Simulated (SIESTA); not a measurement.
**HfO2 under changes of volume**

One of the cells (10.912 Å³/atom); the others are scaled copies at fixed shape and fractional positions:

```
Hf O
1.0
     3.55802    0.00000    0.00000
     0.00000    3.55802    0.00000
     0.00000    0.00000    5.17186
Hf O
2 4
Direct
  0.00000 0.00000 0.00000
  0.50000 0.50000 0.50000
  0.00000 0.50000 0.19721
  0.50000 0.00000 0.30279
  0.50000 0.00000 0.80279
  0.00000 0.50000 0.69721
```

Measurements of this composition are mostly on another form, of space group No. 14.

| Item | Value |
| --- | --- |
| Program | SIESTA 5.4.2 |
| Functional | LDA |
| Potentials or basis | PseudoDojo 0.4 standard (LDA files) |
| Basis | DZP (energy shift 0.003 Ry; two zetas on semicore shells) |
| Grid cutoff | 800 Ry |
| Energy shift | 0.003 Ry |
| k mesh | 6 × 6 × 4 |
| Occupations | fermi-dirac, width 0.05 eV |
| Spin | no spin polarisation |

| volume (Å³/atom) | energy over the lowest point (meV/atom) | pressure (GPa) | gap on the mesh (eV) | largest force (eV/Å) |
| --- | --- | --- | --- | --- |
| 10.257 | 22.07 | 14.7 | 4.63 | 0.533 |
| 10.476 | ? | ? | ? | ? |
| 10.694 | 0.00 | 2.0 | 4.50 | 0.276 |
| 10.912 | 1.02 | -3.4 | 4.43 | 0.158 |
| 11.130 | 9.02 | -8.3 | 4.37 | 0.049 |
| 11.349 | 23.32 | -12.6 | 4.30 | 0.049 |
| 11.567 | 43.24 | -16.6 | 4.24 | 0.143 |

Question: What does the run at 10.476 Å³/atom give?

Answer: Energy over the lowest point 6.73 meV/atom; pressure 8.0 GPa; gap on the mesh 4.57 eV; largest force 0.398 eV/Å.

Worked out: A Birch-Murnaghan fit of order 3 (a polynomial in V^(-2/3)) to the other rows has its minimum at 10.77 Å³/atom with B0 = V·E''(V) = 270 GPa and B' = 4.2 at fixed shape and positions, which overstates the stiffness. It gives 6.70 meV/atom at 10.476 Å³/atom, against the run's 6.73, and -dE/dV = 8.0 GPa, against 8.0. A straight line through the other rows of the gap, of slope -3.26 eV per unit of ln V, gives 4.56 eV, against the run's 4.57.

Energies are extrapolated to zero smearing.

Caveats: short orbitals over semicore shells can move pressures by several GPa; spin-orbit coupling is left out, which moves the levels of the heavy elements; the basis of atomic orbitals isn't converged, which shifts pressures, moduli and gaps.

A mesh can miss the band edges.
